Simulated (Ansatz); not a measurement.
A run of Ansatz 0.2.0 is set up as follows.

The input input.yaml:

```yaml
crystal:
  lattice:
    - [4.613777, 0.0, 0.0]
    - [0.0, 9.563279, 0.0]
    - [0.0, 0.0, 3.119862]
  atoms:
    - { symbol: Al, position: [0.982975, 0.824573, 0.0] }
    - { symbol: Al, position: [0.017025, 0.175427, 0.0] }
    - { symbol: Al, position: [0.482975, 0.675427, 0.5] }
    - { symbol: Al, position: [0.517025, 0.324573, 0.5] }
    - { symbol: O, position: [0.5, 0.5, 0.5] }
    - { symbol: O, position: [0.123635, 0.75305, 0.5] }
    - { symbol: O, position: [0.376365, 0.25305, 0.0] }
    - { symbol: O, position: [0.623635, 0.74695, 0.0] }
    - { symbol: O, position: [0.0, 0.0, 0.0] }
    - { symbol: O, position: [0.876365, 0.24695, 0.5] }
hamiltonian:
  xc: pbe
  pseudopotentials: { kind: nc, accuracy: standard }
kpoints:
  mp_grid: { grid: [6, 3, 9] }
scf:
  occupations: { method: fermi_dirac, width: 0.05 }
output:
  forces: true
  stress: true
  eigenvalues: true
```

Potentials or basis: PseudoDojo standard (PBE files).

Command:

```bash
$ ansatz run input.yaml --threads 4 --pin off --max-ram 11264MiB --backend cpu --events-out ev --progress --plain --runs-dir out
```

Q: Predict the pressure.

A: -0.4 GPa.

Q: Predict the band gap on the k mesh.

A: 3.52 eV, direct.

Q: Estimate the largest force.

A: 0.188 eV/Å.

Forces in eV/Å, atoms in the order of the input:
```
Al  -0.060 -0.106  0.000
Al   0.060  0.106  0.000
Al  -0.060  0.106  0.000
Al   0.060 -0.106  0.000
O    0.000  0.000  0.000
O    0.163 -0.095  0.000
O   -0.163 -0.095  0.000
O    0.163  0.095  0.000
O    0.000  0.000  0.000
O   -0.163  0.095  0.000
```

Caveat: odd divisions of the mesh miss points on the zone boundary, where band edges often lie, so the gap on the mesh can be too wide. A k mesh can miss the band edges.
